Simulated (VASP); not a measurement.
# CrO2 (Fm-3m) in VASP: notebook

One crystal, CrO2, is run at these levels: PBE0(alpha); tasks: single point.

All numbers are computed with VASP 6.6.1; they aren't measurements. Logs are shortened: lines on timing, memory, paths and dates and some standing lists are left out, and cuts for length are marked.

## 1. The crystal as given

It takes space group Fm-3m (No. 225, cubic). Conventional cell: a = 4.766 Å, b = 4.766 Å, c = 4.766 Å, α = 90.00°, β = 90.00°, γ = 90.00°. Cr (site symmetry m-3m) has 8 O at 2.06 Å as nearest neighbours. O (site symmetry -43m) has 4 Cr at 2.06 Å as nearest neighbours.

Measurements of this composition are mostly on another form, of space group No. 136.

## 2. Single point, PBE0(alpha), collinear spin, ferromagnetic start

The input, POSCAR:

```
CrO2
1.0
    0.0000000000      2.3830650000      2.3830650000
    2.3830650000      0.0000000000      2.3830650000
    2.3830650000      2.3830650000      0.0000000000
Cr O
1 2
Direct
    0.0000000000      0.0000000000      0.0000000000
    0.2500000000      0.2500000000      0.2500000000
    0.7500000000      0.7500000000      0.7500000000
```

The input, INCAR.step1:

```
PREC     = Accurate       # precision mode
ENCUT    = 520            # plane-wave cutoff, eV
EDIFF    = 1E-5           # SCF threshold, eV
ISMEAR   = -1             # smearing method
SIGMA    = 0.05           # smearing width, eV
LREAL    = F              # projectors in reciprocal space
LASPH    = T              # aspherical terms in the spheres
NELM     = 150            # most SCF steps
ALGO     = Normal         # electronic algorithm
ISIF     = 2              # what is computed and relaxed
LWAVE    = T              # write WAVECAR
ISPIN    = 2              # spin polarisation
MAGMOM   = 3 0 0          # initial moments
LORBIT   = 11             # projections on sites
LMAXMIX  = 4              # l up to which the mixer works
GGA      = PE             # functional
```

The input, INCAR.step2:

```
PREC     = Accurate       # precision mode
ENCUT    = 520            # plane-wave cutoff, eV
EDIFF    = 1E-7           # SCF threshold, eV
ISMEAR   = -1             # smearing method
SIGMA    = 0.05           # smearing width, eV
LREAL    = F              # projectors in reciprocal space
LASPH    = T              # aspherical terms in the spheres
NELM     = 150            # most SCF steps
ALGO     = Normal         # electronic algorithm
ISIF     = 2              # what is computed and relaxed
LWAVE    = F              # write WAVECAR
LCHARG   = F              # write CHGCAR
ISPIN    = 2              # spin polarisation
MAGMOM   = 3 0 0          # initial moments
LORBIT   = 11             # projections on sites
LMAXMIX  = 4              # l up to which the mixer works
GGA      = PE             # functional
LHFCALC  = T              # exact exchange
AEXX     = 0.1            # exact-exchange fraction
PRECFOCK = Fast         
HFRCUT   = -1           
ISTART   = 1
```

The input, KPOINTS:

```
regular mesh
0
Gamma
  5 5 5
```

Potentials or basis: VASP PAW PBE potentials, release 64 (Cr_pv, O).

Run with:

```bash
$ cat potpaw_PBE.64/Cr_pv/POTCAR potpaw_PBE.64/O/POTCAR > POTCAR
$ cp INCAR.step1 INCAR
$ mpirun -np 1 vasp_std > vasp.out
$ cp INCAR.step2 INCAR
$ mpirun -np 1 vasp_std > vasp.out
```

OUTCAR:

```text
PREC = Accurate
   ENCUT = 520
   EDIFF = 1E-7
   ISMEAR = -1
   LREAL = F
   LASPH = T
   NELM = 150
   ISIF = 2
   ISPIN = 2
   LORBIT = 11
   GGA = PE
   LHFCALC = T
   AEXX = 0.1
   PRECFOCK = Fast
   ISTART = 1

 ion  position               nearest neighbor table
   1  0.000  0.000  0.000-   3 2.06   3 2.06   3 2.06   2 2.06   3 2.06   2 2.06   2 2.06   2 2.06

   2  0.250  0.250  0.250-   1 2.06   1 2.06   1 2.06   1 2.06
   3  0.750  0.750  0.750-   1 2.06   1 2.06   1 2.06   1 2.06

  LATTYP: Found a face centered cubic cell.
 ALAT       =     4.7661300000

  Lattice vectors:

 A1 = (   0.0000000000,   2.3830650000,   2.3830650000)
 A2 = (   2.3830650000,   0.0000000000,   2.3830650000)
 A3 = (   2.3830650000,   2.3830650000,   0.0000000000)

Analysis of symmetry for initial positions (statically):
=====================================================================
 Subroutine PRICEL returns:
 Original cell was already a primitive cell.

 Routine SETGRP: Setting up the symmetry group for a
 face centered cubic supercell.

 Subroutine GETGRP returns: Found 48 space group operations
 (whereof 48 operations were pure point group operations)
 out of a pool of 48 trial point group operations.

The static configuration has the point symmetry O_h .

Analysis of symmetry for dynamics (positions and initial velocities):
=====================================================================
 Subroutine PRICEL returns:
 Original cell was already a primitive cell.

 Routine SETGRP: Setting up the symmetry group for a
 face centered cubic supercell.

 Subroutine GETGRP returns: Found 48 space group operations
 (whereof 48 operations were pure point group operations)
 out of a pool of 48 trial point group operations.

The dynamic configuration has the point symmetry O_h .

Analysis of structural, dynamic, and magnetic symmetry:
=====================================================================
 Subroutine PRICEL returns:
 Original cell was already a primitive cell.

 Routine SETGRP: Setting up the symmetry group for a
 face centered cubic supercell.

 Subroutine GETGRP returns: Found 48 space group operations
 (whereof 48 operations were pure point group operations)
 out of a pool of 48 trial point group operations.

The overall configuration has the point symmetry O_h .

[... 116 lines left out ...]
   NKREDZ  =     1    reduce k-point grid by
   AEXX    =    0.1000 exact exchange contribution
   HFSCREEN=    0.0000 screening length (either q_TF or 0.3 A-1)
   HFSCREENC=   0.0000 screening length for correlation (either q_TF or 0.3 A-1)
   ENCUTFOCK=  -1.0 apply spherical cutoff to Coloumb kernel
   IVDW    =     0    specifies the selected vdW correction
   LEPSILON=     F    determine dielectric tensor
   LRPA    =     F    only Hartree local field effects (RPA)
 spin polarized calculation
  energy-cutoff  :      520.00
  volume of cell :       27.07
 maximum number of plane-waves:       739
 NGX is ok and might be reduce to    28
  NGX = 16; NGY = 16; NGZ = 16

 number of electron      23.9999997 magnetization       2.0000000

 Free energy of the ion-electron system (eV)
  ---------------------------------------------------
  ext. energy  EPLUGINS =         0.00000000
  ---------------------------------------------------
  free energy    TOTEN  =       -28.09919631 eV

  energy without entropy =      -28.09919573  energy(sigma->0) =      -28.09919602

 E-fermi :   6.5619     XC(G=0): -11.2635

 val. band max:        5.9454349642   @ k =  -0.4000   0.4000   0.0000
 cond. band min:       7.1852177898   @ k =  -0.4000   0.4000   0.0000
 fundamental gap:      1.2397828257
 Fermi energy:         6.5619290555

 spin component 1

 k-point     1 :       0.0000    0.0000    0.0000
  band No.  band energies     occupation
      1     -40.3256      1.00000
      2     -40.3255      1.00000
      3     -40.3254      1.00000
      4     -14.7786      1.00000
      5     -10.4296      1.00000
      6      -0.4739      1.00000
[... 186 lines left out ...]
      4     -12.7863      1.00000
      5     -12.2580      1.00000
      6      -0.8819      1.00000
[... 10 lines left out ...]
     17      12.1728      0.00000
     18      18.2217      0.00000
 Fermi energy:         6.5619290555

 spin component 2

 k-point     1 :       0.0000    0.0000    0.0000
  band No.  band energies     occupation
      1     -37.6012      1.00000
      2     -37.6012      1.00000
      3     -37.6012      1.00000
      4     -14.9837      1.00000
      5     -10.8085      1.00000
      6      -0.2256      1.00000
[... 187 lines left out ...]
      5     -12.5382      1.00000
      6      -0.6014      1.00000
[... 10 lines left out ...]
     17      15.3171      0.00000
     18      18.5818      0.00000

------------------------ aborting loop because EDIFF is reached ----------------------------------------

  FORCE on cell =-STRESS in cart. coord.  units (eV):
  Direction    XX          YY          ZZ          XY          YZ          ZX
  --------------------------------------------------------------------------------------
  -------------------------------------------------------------------------------------
  Total       -2.0390672     -2.0390672     -2.0390672      0.0000000      0.0000000     -0.0000000
  in kB     -120.6992209   -120.6992209   -120.6992209      0.0000000      0.0000000     -0.0000000
  external PRESSURE =    -120.6992209 kB  Pullay stress =       0.0000000 kB

 VOLUME and BASIS-vectors are now :
 -----------------------------------------------------------------------------
  energy-cutoff  :      520.00
  volume of cell :       27.07
      direct lattice vectors                 reciprocal lattice vectors
     0.000000000  2.383065000  2.383065000    -0.209813832  0.209813832  0.209813832
     2.383065000  0.000000000  2.383065000     0.209813832 -0.209813832  0.209813832
     2.383065000  2.383065000  0.000000000     0.209813832  0.209813832 -0.209813832

 POSITION                                       TOTAL-FORCE (eV/Angst)
 -----------------------------------------------------------------------------------
      0.00000      0.00000      0.00000        -0.000000      0.000000      0.000000
      1.19153      1.19153      1.19153        -0.000000     -0.000000     -0.000000
      3.57460      3.57460      3.57460         0.000000      0.000000      0.000000
 -----------------------------------------------------------------------------------
    total drift:                               -0.000000     -0.000000      0.000000

  FREE ENERGIE OF THE ION-ELECTRON SYSTEM (eV)
  ---------------------------------------------------
  free  energy   TOTEN  =       -28.0991963075 eV

  energy  without entropy=      -28.0991957328  energy(sigma->0) =      -28.09919602

 total charge

# of ion       s       p       d       tot
------------------------------------------
    1        0.311   6.339   3.848  10.497
    2        1.582   3.426   0.000   5.008
    3        1.582   3.426   0.000   5.008
--------------------------------------------------
tot          3.474  13.191   3.848  20.512

 magnetization (x)

# of ion       s       p       d       tot
------------------------------------------
    1        0.033   0.034   2.210   2.277
    2       -0.004  -0.154   0.000  -0.158
    3       -0.004  -0.154   0.000  -0.158
--------------------------------------------------
tot          0.026  -0.275   2.210   1.962
```

OUTCAR.step1:

```text
PREC = Accurate
   ENCUT = 520
   EDIFF = 1E-5
   ISMEAR = -1
   LREAL = F
   LASPH = T
   NELM = 150
   ISIF = 2
   ISPIN = 2
   LORBIT = 11
   GGA = PE
[... 658 lines left out ...]

# of ion       s       p       d       tot
------------------------------------------
    1        0.295   6.331   3.900  10.525
    2        1.582   3.408   0.000   4.990
    3        1.582   3.408   0.000   4.990
--------------------------------------------------
tot          3.458  13.148   3.900  20.506

 magnetization (x)

# of ion       s       p       d       tot
------------------------------------------
    1        0.029   0.031   2.139   2.200
    2       -0.002  -0.123   0.000  -0.126
    3       -0.002  -0.123   0.000  -0.126
--------------------------------------------------
tot          0.025  -0.215   2.139   1.949
```

OSZICAR.step1:

```text
N       E                     dE             d eps       ncg     rms          rms(c)
DAV:   1     0.237179010986E+03    0.23718E+03   -0.13567E+04   720   0.146E+03
DAV:   2    -0.182059183747E+02   -0.25538E+03   -0.24520E+03   800   0.411E+02
DAV:   3    -0.324493666189E+02   -0.14243E+02   -0.14157E+02   762   0.106E+02
DAV:   4    -0.326443245038E+02   -0.19496E+00   -0.19450E+00   850   0.127E+01
DAV:   5    -0.326469532939E+02   -0.26288E-02   -0.26269E-02   772   0.148E+00    0.252E+01
DAV:   6    -0.312570242165E+02    0.13899E+01   -0.14919E+02   846   0.835E+01    0.361E+01
DAV:   7    -0.257301545058E+02    0.55269E+01   -0.11515E+02   782   0.886E+01    0.113E+01
DAV:   8    -0.246795993736E+02    0.10506E+01   -0.41544E+00   752   0.172E+01    0.560E+00
DAV:   9    -0.243231883126E+02    0.35641E+00   -0.25231E+00   886   0.114E+01    0.227E+00
DAV:  10    -0.243331247076E+02   -0.99364E-02   -0.10991E-01   744   0.283E+00    0.113E+00
DAV:  11    -0.243318189703E+02    0.13057E-02   -0.58504E-02   730   0.200E+00    0.407E-01
DAV:  12    -0.243330082425E+02   -0.11893E-02   -0.27401E-03   760   0.366E-01    0.347E-01
DAV:  13    -0.243320783356E+02    0.92991E-03   -0.29219E-03   732   0.477E-01    0.175E-01
DAV:  14    -0.243319135394E+02    0.16480E-03   -0.33261E-03   728   0.450E-01    0.430E-02
DAV:  15    -0.243319274307E+02   -0.13891E-04   -0.77262E-05   594   0.614E-02    0.414E-02
DAV:  16    -0.243319126045E+02    0.14826E-04   -0.65292E-05   576   0.724E-02    0.148E-02
DAV:  17    -0.243319127410E+02   -0.13653E-06   -0.13267E-05   384   0.286E-02
   1 F= -.24331913E+02 E0= -.24331901E+02  d E =-.243339E-04  mag=     2.0000
```

It took 57 min on 1 thread of Intel Xeon Platinum 8259CL at 2.50GHz (Skylake/Cascade Lake), shared host; peak memory 0.18 GiB.

Results:

| Property | Result |
| --- | --- |
| Free energy | -28.0992 eV |
| Pressure | -12.1 GPa |
| Band gap on the k mesh | 1.24 eV, direct |
| Net moment | 2.00 μB per cell |
| Site moments | Cr +2.28; O -0.16 μB |
| Valence electrons inside the program's atomic spheres | Cr 10.50; O 5.01 |

Levels at points of the mesh, in eV from the valence-band top:
Spin up:
| k point | band 9 | band 10 | band 11 | band 12 | band 13 | band 14 | band 15 | band 16 | band 17 | band 18 |
| --- | --- | --- | --- | --- | --- | --- | --- | --- | --- | --- |
| (0.00, 0.00, 0.00) | -2.41 | -2.41 | -0.82 | -0.82 | -0.82 | 3.75 | 3.75 | 3.75 | 6.21 | 8.25 |
Spin down:
```
           k point  band 9  band 10  band 11  band 12  band 13  band 14
(0.00, 0.00, 0.00)   -1.19    -1.19    -1.19     2.50     2.50     5.05
```

Caveat: the k mesh is coarse (spacing up to 0.46 Å⁻¹), so the values aren't converged, least of all with exact exchange; the PAW data sets were made with another functional, which shifts forces and pressure a little; an odd mesh through Γ misses points on the zone boundary, where band edges often lie; a cell with one magnetic atom can't hold antiferromagnetic order, which such compounds often take.

## 3. Single point, PBE0(alpha), collinear spin, ferromagnetic start

POSCAR is that of step 2.

INCAR.step1 is that of step 2.

Edit INCAR.step2 of step 2 so:

```diff
@@ -18,3 +18,3 @@
 LHFCALC  = T              # exact exchange
-AEXX     = 0.1            # exact-exchange fraction
+AEXX     = 0.15           # exact-exchange fraction
 PRECFOCK = Fast
```

KPOINTS is that of step 2.

Potentials or basis: VASP PAW PBE potentials, release 64 (Cr_pv, O).

Run with:

```bash
$ cat potpaw_PBE.64/Cr_pv/POTCAR potpaw_PBE.64/O/POTCAR > POTCAR
$ cp INCAR.step1 INCAR
$ mpirun -np 1 vasp_std > vasp.out
$ cp INCAR.step2 INCAR
$ mpirun -np 1 vasp_std > vasp.out
```

Wall time 23 min (1 thread of Intel Xeon Platinum 8259CL at 2.50GHz (Skylake/Cascade Lake), shared host); peak memory 0.18 GiB.

It converged, with:

| Property | Result |
| --- | --- |
| Free energy | -30.0195 eV |
| Pressure | -14.1 GPa |
| Band gap on the k mesh | 1.45 eV, direct |
| Net moment | 2.00 μB per cell |
| Site moments | Cr +2.31; O -0.17 μB |
| Valence electrons inside the program's atomic spheres | Cr 10.48; O 5.02 |

Levels at points of the mesh, in eV from the valence-band top:
Spin up:
```
           k point  band 10  band 11  band 12  band 13  band 14  band 15  band 16  band 17
(0.00, 0.00, 0.00)    -2.94    -0.89    -0.89    -0.89     4.05     4.05     4.05     6.77
```
Spin down:
| k point | band 9 | band 10 | band 11 | band 12 | band 13 | band 14 |
| --- | --- | --- | --- | --- | --- | --- |
| (0.00, 0.00, 0.00) | -1.34 | -1.34 | -1.34 | 2.95 | 2.95 | 5.48 |

Caveat: the k mesh is coarse (spacing up to 0.46 Å⁻¹), so the values aren't converged, least of all with exact exchange; the PAW data sets were made with another functional, which shifts forces and pressure a little; an odd mesh through Γ misses points on the zone boundary, where band edges often lie; a cell with one magnetic atom can't hold antiferromagnetic order, which such compounds often take.

## 4. The reference run

An earlier run on the cell as given: functional PBE; potentials or basis VASP PAW PBE potentials, release 64 (Cr_pv, O); cutoff 520 eV; k mesh 10 × 10 × 10; occupations fermi-dirac, width 0.05 eV; collinear spin, ferromagnetic start; starting moments [3.0, 0.0, 0.0] μB.

- Pressure: -7.9 GPa
- Band gap on the k mesh: 0.36 eV, indirect (least direct gap 0.37 eV)
- Net moment: 2.00 μB per cell
- Site moments: Cr +2.21; O -0.13 μB
- Valence electrons inside the program's atomic spheres: Cr 10.53; O 4.99

## 5. The runs side by side

| level | k mesh | share of exact exchange | grid for exact exchange (PRECFOCK) | exchange at q = 0 | mesh quality | gap on the mesh (eV) | pressure (GPa) | moment (μB) |
| --- | --- | --- | --- | --- | --- | --- | --- | --- |
| PBE0(alpha) | 5 × 5 × 5 | 0.1 | Fast | truncated | coarse | 1.24 | -12.1 | 2.00 |
| PBE0(alpha) | 5 × 5 × 5 | 0.15 | Fast | truncated | coarse | 1.45 | -14.1 | 2.00 |
| PBE | 10 × 10 × 10 | - | - | - | not flagged | 0.36 | -7.9 | 2.00 |

Alike in all rows: task single point; potentials or basis VASP PAW PBE potentials, release 64 (Cr_pv, O); spin collinear, ferromagnetic start; cell as given; cutoff (eV) 520; smearing fermi-dirac 0.05 eV.

Caveats: some runs use coarse meshes; a cell with one magnetic atom can't hold antiferromagnetic order, which such compounds often take; the PAW data sets were made with another functional, which shifts forces and pressure a little (some runs); an odd mesh through Γ misses points on the zone boundary, where band edges often lie (some runs).

Total energies depend on the potentials used, so only differences within one code and one set of settings carry meaning.
